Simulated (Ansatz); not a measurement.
Geometry optimisation in Ansatz: input, command and trajectory.

```yaml
crystal:
  lattice:
    - [4.8271903452, -4.8271903452, 0.0]
    - [4.8271903452, 4.8271903452, 0.0]
    - [-4.8271903452, 0.0, 6.4763045089]
  atoms:
    - { symbol: Sn, position: [0.1595840357, 0.6308257137, 0.2503652855] }
    - { symbol: Sn, position: [0.3720980394, 0.8760916974, 0.7504906156] }
    - { symbol: Sn, position: [0.6229552345, 0.12584105, 0.2499568474] }
    - { symbol: Sn, position: [0.8715794564, 0.3755698301, 0.7494224433] }
    - { symbol: Sn, position: [0.4863579896, 0.4921695506, -0.0199933346] }
    - { symbol: Sn, position: [0.7551481507, 0.7589583848, 0.5192817152] }
    - { symbol: Sn, position: [-0.0013496569, 0.0040087796, 0.0062958397] }
    - { symbol: Sn, position: [0.2423110209, 0.2476731567, 0.4936219336] }
    - { symbol: O, position: [0.0726898951, 0.8807538094, 0.7597593498] }
    - { symbol: O, position: [0.3182389038, 0.1258425925, 0.2499577207] }
    - { symbol: O, position: [0.5628989834, 0.3709659498, 0.7401511693] }
    - { symbol: O, position: [0.4587357643, 0.6258034142, 0.2499549712] }
    - { symbol: O, position: [0.679764709, 0.8787213234, 0.7557578972] }
    - { symbol: O, position: [0.9274267615, 0.1258103754, 0.2499552631] }
    - { symbol: O, position: [0.173981608, 0.3729410714, 0.7441680567] }
    - { symbol: O, position: [-0.00524725, 0.3128191052, 0.0054347478] }
    - { symbol: O, position: [0.2392623658, 0.5573341248, 0.4944738563] }
    - { symbol: O, position: [0.506071251, 0.8050297059, 0.0014782639] }
    - { symbol: O, position: [0.7545642326, 0.0535070342, 0.4984413207] }
    - { symbol: O, position: [-0.0052273912, 0.6943381517, 0.0054249276] }
    - { symbol: O, position: [0.2393044882, 0.9388677999, 0.4944956122] }
    - { symbol: O, position: [0.5060936275, 0.1981593169, 0.0014666701] }
    - { symbol: O, position: [0.7545851151, 0.4466468194, 0.4984386602] }
  host:
    lattice:
      - [4.8271903452, 0.0, 0.0]
      - [0.0, 4.8271903452, 0.0]
      - [0.0, 0.0, 3.2381522545]
    atoms:
      - { symbol: Sn, position: [0.5, 0.5, 0.5] }
      - { symbol: Sn, position: [0.0, 0.0, 0.0] }
      - { symbol: O, position: [0.1934234766, 0.8065765234, 0.5] }
      - { symbol: O, position: [0.8065765234, 0.1934234766, 0.5] }
      - { symbol: O, position: [0.3065765234, 0.3065765234, 0.0] }
      - { symbol: O, position: [0.6934234766, 0.6934234766, 0.0] }
total_charge: 2
basis:
  ecutwfc: 420
  xc_grid: 2
kpoints:
  mp_grid: { grid: [3, 3, 3], shift: [0.0, 0.0, 0.0] }
hamiltonian:
  xc: pbe
scf:
  occupations: { method: gaussian, width: 0.01 }
output:
  forces: true
  stress: false
  eigenvalues: true
  charged_corrections:
    defect_position: [0.81842348, 0.625, 0.25]
    epsilon: [[14.0248, 0.0, 0.0], [0.0, 14.0248, 0.0], [0.0, 0.0, 10.8937]]
  write_density: true
  write_potential: true
  elf: true
  volumetric_format: npy
relax:
  adjacent_minimum: "off"
  f_tol: 0.025
  max_steps: 45
```

```bash
ansatz run input.yaml --threads 4 --pin off --max-ram 10240MiB --backend cpu --events-out ev --progress --plain --runs-dir out
```

The calculation used Ansatz, DFT PBE, scalar-relativistic, plane waves, PAW.

The cell holds a point defect: O vacancy (site f), charge +2.

Of 4 frames 4 are shown, positions in Å and forces in eV/Å; the SCF threshold varies from step to step.

```xyz
23
Lattice="4.8272 -4.8272 0.0000 4.8272 4.8272 0.0000 -4.8272 0.0000 6.4763" Properties=species:S:1:pos:R:3:forces:R:3 pbc="T T T" step=1 free_energy_over_end_meV_per_atom=8.11
Sn    2.6069    2.2748    1.6214   -0.2140   -0.5796   -0.0807
Sn    2.4025    2.4329    4.8604    0.0565   -0.1113   -0.0906
Sn    2.4080   -2.3997    1.6188   -0.0016    0.0096    0.0026
Sn    2.4026   -2.3943    4.8535    0.0075   -0.2012    0.1162
Sn    4.8201    0.0281   -0.1295   -0.6561    0.4039   -0.7966
Sn    4.8022    0.0184    3.3630   -0.3332    0.5895    0.9082
Sn   -0.0176    0.0259    0.0408    0.0410    0.1785    0.1086
Sn   -0.0176    0.0259    3.1968    0.0042    0.1664   -0.1333
O     0.9350    3.9007    4.9204   -0.0468    0.0322   -0.2597
O     0.9371   -0.9287    1.6188   -0.0009   -0.0569    0.0057
O     0.9351   -0.9265    4.7934   -0.0081    0.0216    0.2134
O     4.0287    0.8065    1.6188    0.7129   -0.7067   -0.0372
O     3.8749    0.9604    4.8945    0.0332   -0.0551   -0.0662
O     3.8776   -3.8696    1.6188   -0.0487   -0.0004    0.0025
O    -0.9521    0.9604    4.8195    0.0654   -0.0553    0.0602
O     1.4585    1.5354    0.0352    0.2738    0.3062    0.3215
O     1.4584    1.5354    3.2024    0.2621    0.2899   -0.2909
O     6.3218    1.4431    0.0096   -0.1438   -0.2105    0.1064
O     1.4946   -3.3841    3.2281   -0.2193   -0.2703   -0.1069
O     3.3003    3.3769    0.0351   -0.1295   -0.0464    0.1388
O     3.3002    3.3769    3.2025   -0.1159   -0.0368   -0.1178
O     3.3925   -1.4865    0.0095    0.2696    0.2070    0.0844
O     3.3925   -1.4865    3.2280    0.1916    0.1259   -0.0885
23
Lattice="4.8272 -4.8272 0.0000 4.8272 4.8272 0.0000 -4.8272 0.0000 6.4763" Properties=species:S:1:pos:R:3:forces:R:3 pbc="T T T" step=2 free_energy_over_end_meV_per_atom=0.98
Sn    2.6715    2.1890    1.6184   -0.1836    0.0175   -0.0023
Sn    2.3932    2.4429    4.8595   -0.0757    0.0998   -0.0209
Sn    2.4009   -2.3948    1.6192    0.0256   -0.0353    0.0020
Sn    2.3902   -2.3893    4.8554   -0.0665    0.1323   -0.0030
Sn    4.7804    0.0562   -0.2099   -0.0749   -0.0019    0.3367
Sn    4.7735    0.0526    3.4471    0.0247    0.0704   -0.3134
Sn   -0.0163    0.0377    0.0639   -0.0163   -0.0592    0.1426
Sn   -0.0168    0.0375    3.1723    0.0056   -0.0494   -0.1252
O     0.9311    3.9084    4.9452   -0.0946    0.1063   -0.2145
O     0.9370   -0.9342    1.6185   -0.0519    0.0840   -0.0034
O     0.9301   -0.9199    4.7684   -0.0835    0.0885    0.2011
O     4.1079    0.7214    1.6196    0.1137   -0.1116   -0.0252
O     3.8518    0.9851    4.9546    0.1542   -0.1496   -0.1087
O     3.8620   -3.8575    1.6182    0.0670   -0.0449    0.0013
O    -0.9751    0.9828    4.7591    0.1409   -0.1430    0.1147
O     1.4799    1.5393    0.0568    0.0609   -0.0047    0.0627
O     1.4827    1.5388    3.1821    0.0448   -0.0112   -0.0636
O     6.3011    1.4412    0.0069   -0.0151   -0.0051   -0.1077
O     1.4752   -3.3855    3.2292   -0.0716   -0.0589    0.1261
O     3.3089    3.3581    0.0530    0.0076   -0.0252   -0.0341
O     3.3099    3.3572    3.1814    0.0161   -0.0014    0.0610
O     3.3911   -1.4707    0.0077    0.0605    0.0781   -0.1177
O     3.3920   -1.4706    3.2333    0.0125    0.0240    0.0917
23
Lattice="4.8272 -4.8272 0.0000 4.8272 4.8272 0.0000 -4.8272 0.0000 6.4763" Properties=species:S:1:pos:R:3:forces:R:3 pbc="T T T" step=3 free_energy_over_end_meV_per_atom=0.03
Sn    2.6496    2.1896    1.6188   -0.0107    0.0036   -0.0005
Sn    2.3896    2.4472    4.8559    0.0031   -0.0004    0.0050
Sn    2.4083   -2.3982    1.6187    0.0082   -0.0105   -0.0001
Sn    2.3894   -2.3802    4.8578    0.0041    0.0002   -0.0039
Sn    4.7731    0.0637   -0.1891   -0.0145    0.0179    0.0010
Sn    4.7730    0.0637    3.4266   -0.0149    0.0173   -0.0021
Sn   -0.0150    0.0256    0.0597   -0.0100    0.0087   -0.0186
Sn   -0.0149    0.0258    3.1778   -0.0110    0.0069    0.0184
O     0.9242    3.9146    4.9122    0.0280   -0.0296    0.0397
O     0.9421   -0.9325    1.6187   -0.0159    0.0184    0.0003
O     0.9242   -0.9127    4.8016    0.0278   -0.0292   -0.0396
O     4.1075    0.7287    1.6187   -0.0006    0.0022    0.0005
O     3.8585    0.9791    4.9430   -0.0053    0.0041    0.0504
O     3.8705   -3.8619    1.6187    0.0127   -0.0102    0.0002
O    -0.9687    0.9790    4.7709   -0.0053    0.0043   -0.0505
O     1.4886    1.5248    0.0573   -0.0097   -0.0058   -0.0100
O     1.4888    1.5247    3.1803   -0.0089   -0.0046    0.0094
O     6.2984    1.4495   -0.0004    0.0373    0.0307    0.0250
O     1.4712   -3.3779    3.2378    0.0380    0.0316   -0.0250
O     3.3138    3.3483    0.0562    0.0052    0.0104   -0.0096
O     3.3139    3.3484    3.1812    0.0053    0.0105    0.0095
O     3.3880   -1.4617   -0.0005   -0.0317   -0.0384    0.0255
O     3.3879   -1.4618    3.2380   -0.0314   -0.0381   -0.0252
23
Lattice="4.8272 -4.8272 0.0000 4.8272 4.8272 0.0000 -4.8272 0.0000 6.4763" Properties=species:S:1:pos:R:3:forces:R:3 pbc="T T T" step=4 free_energy_over_end_meV_per_atom=0.00
Sn    2.6466    2.1910    1.6187    0.0049   -0.0055    0.0003
Sn    2.3899    2.4474    4.8570   -0.0001    0.0009    0.0021
Sn    2.4094   -2.3992    1.6187   -0.0014    0.0011    0.0000
Sn    2.3899   -2.3798    4.8568   -0.0001    0.0007   -0.0021
Sn    4.7715    0.0658   -0.1903   -0.0020    0.0028    0.0004
Sn    4.7715    0.0659    3.4278   -0.0028    0.0023   -0.0009
Sn   -0.0147    0.0249    0.0600    0.0008    0.0001    0.0033
Sn   -0.0146    0.0249    3.1775    0.0004   -0.0004   -0.0031
O     0.9245    3.9133    4.9141    0.0002   -0.0001    0.0011
O     0.9424   -0.9319    1.6187   -0.0027    0.0031    0.0001
O     0.9245   -0.9139    4.7997    0.0001   -0.0002   -0.0011
O     4.1066    0.7306    1.6187   -0.0037    0.0033    0.0001
O     3.8579    0.9789    4.9473    0.0028   -0.0021   -0.0017
O     3.8723   -3.8626    1.6187    0.0006   -0.0006    0.0000
O    -0.9693    0.9790    4.7664    0.0026   -0.0021    0.0018
O     1.4888    1.5242    0.0553   -0.0012   -0.0013    0.0007
O     1.4888    1.5242    3.1822   -0.0010   -0.0010   -0.0008
O     6.3002    1.4500    0.0015    0.0006   -0.0007   -0.0004
O     1.4730   -3.3772    3.2360    0.0010   -0.0003    0.0004
O     3.3138    3.3482    0.0551    0.0002    0.0008    0.0011
O     3.3138    3.3482    3.1823    0.0005    0.0009   -0.0012
O     3.3877   -1.4631    0.0015   -0.0001   -0.0010   -0.0005
O     3.3877   -1.4631    3.2360    0.0002   -0.0008    0.0007
```

It took 110 s on 4 threads of Arm Neoverse V1 (shared host), peak memory 1.2 GiB.